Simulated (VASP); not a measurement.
## VASP 6.6.1 run: C

INCAR

```
LREAL = .TRUE.
NSW = 40
LWAVE = .FALSE.
LASPH = .TRUE.
EDIFFG = -5E-3
PREC = Accurate
NELM = 120
ISMEAR = -1
IBRION = 2
NBANDS = 5
SIGMA = 0.02
EDIFF = 1E-7
GGA = PE
ISIF = 5
ENCUT = 600
LCHARG = .FALSE.
```

KPOINTS

```
KPOINTS created by Atomic Simulation Environment
0
Gamma
12 12 12
0 0 0
```

POSCAR

```
C
 1.0000000000000000
     0.0000000000000000    1.7551448183000000    1.7551448183000000
     1.7551448183000000    0.0000000000000000    1.7551448183000000
     1.7551448183000000    1.7551448183000000    0.0000000000000000
 C
   2
Cartesian
  0.0000000000000000  0.0000000000000000  0.0000000000000000
  0.8775724091500000  0.8775724091500000  0.8775724091500000
```

The recommended PBE PAW datasets give the neutral cell 8 valence electrons.

Command

```
mpirun -np 1 vasp_std
```

Task: Predict the outcome of this run.

Result: It converged. Results: relaxed cell vector lengths 2.482, 2.482, 2.482 Å; relaxed cell volume 10.81 Å³.

OSZICAR

```
N       E                     dE             d eps       ncg     rms          rms(c)
DAV:   1     0.238776997536E+02    0.23878E+02   -0.54894E+03   720   0.179E+03
DAV:   2    -0.182374823671E+02   -0.42115E+02   -0.41401E+02  1005   0.231E+02
DAV:   3    -0.189691508550E+02   -0.73167E+00   -0.73167E+00   930   0.402E+01
DAV:   4    -0.189742505452E+02   -0.50997E-02   -0.50997E-02  1175   0.243E+00
DAV:   5    -0.189742581138E+02   -0.75686E-05   -0.75678E-05   945   0.586E-02    0.552E+00
DAV:   6    -0.184234379115E+02    0.55082E+00   -0.41715E-01   740   0.839E+00    0.322E+00
DAV:   7    -0.182382308356E+02    0.18521E+00   -0.46073E-01   770   0.892E+00    0.712E-01
DAV:   8    -0.182398383922E+02   -0.16076E-02   -0.46153E-03  1075   0.101E+00    0.429E-02
DAV:   9    -0.182398637337E+02   -0.25342E-04   -0.10096E-04   840   0.143E-01    0.229E-02
DAV:  10    -0.182398791427E+02   -0.15409E-04   -0.17332E-05  1020   0.776E-02    0.191E-03
DAV:  11    -0.182398790505E+02    0.92213E-07   -0.19696E-07   970   0.629E-03
   1 F= -.18239879E+02 E0= -.18239879E+02  d E =-.182399E+02
```

These settings aren't sound, so the numbers aren't properties of the crystal.

On sound settings the PBE relaxation ends at 11.39 Å³.
